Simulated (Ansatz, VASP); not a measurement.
# Two plane-wave programs on Cu

```
Cu
1.0
     0.00000    1.78171    1.78171
     1.78171    0.00000    1.78171
     1.78171    1.78171    0.00000
Cu
1
Direct
  0.00000 0.00000 0.00000
```

Alike in both runs: functional PBEsol; k mesh 20 × 20 × 20; occupations gaussian, width 0.1 eV; no spin polarisation.

Ansatz relaxed the structure, and its values are those at the end. VASP's run is a single point on that final structure, the one shown.

|  | VASP | Ansatz |
| --- | --- | --- |
| version | VASP 6.6.1 | Ansatz 0.2.0 |
| potentials or method | VASP PAW PBE potentials, release 64 (Cu) | scalar-relativistic, plane waves, PAW |
| plane-wave cutoff (eV) | 520 | 420 |
| valence electrons in the cell | 11 | 19 |

VASP gave:

- gap on the k mesh at the Fermi level (eV): none
- pressure (GPa): 0.7

Problem. What did Ansatz give for the same quantities?

Solution. gap on the k mesh at the Fermi level (eV): none; pressure (GPa): 0.0.

A gap of «none» marks a metal or a gap that the smearing closes. The two sets of potentials don't hold the same shells in valence.

Caveats: the PAW data sets were made with another functional, which shifts forces and pressure a little (VASP).
